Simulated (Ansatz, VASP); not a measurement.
Two plane-wave programs on Mo

```
Mo
1.0
    -1.58139    1.58139    1.58139
     1.58139   -1.58139    1.58139
     1.58139    1.58139   -1.58139
Mo
1
Direct
  0.00000 0.00000 0.00000
```

Alike in both runs: task relaxation of cell and atoms; functional PBE; k mesh 17 × 17 × 17; occupations fermi-dirac, width 0.08 eV; no spin polarisation.

|  | VASP | Ansatz |
| --- | --- | --- |
| version | VASP 6.6.1 | Ansatz 0.2.0 |
| potentials or method | VASP PAW PBE potentials, release 64 (Mo_sv) | PAW with Ansatz's default frozen-core files, scalar-relativistic |
| plane-wave cutoff (eV) | 600 | 420 |
| valence electrons in the cell | 14 | 14 |

|  | VASP | Ansatz | Ansatz less VASP |
| --- | --- | --- | --- |
| relaxed volume (Å³/atom) | 15.82 | 15.80 | -0.022 |
| relaxed cell length with the largest relative difference (Å) | 2.739 | 2.738 | -0.0013 |

Caveats: the relaxation stopped at its first step, so nothing moved.
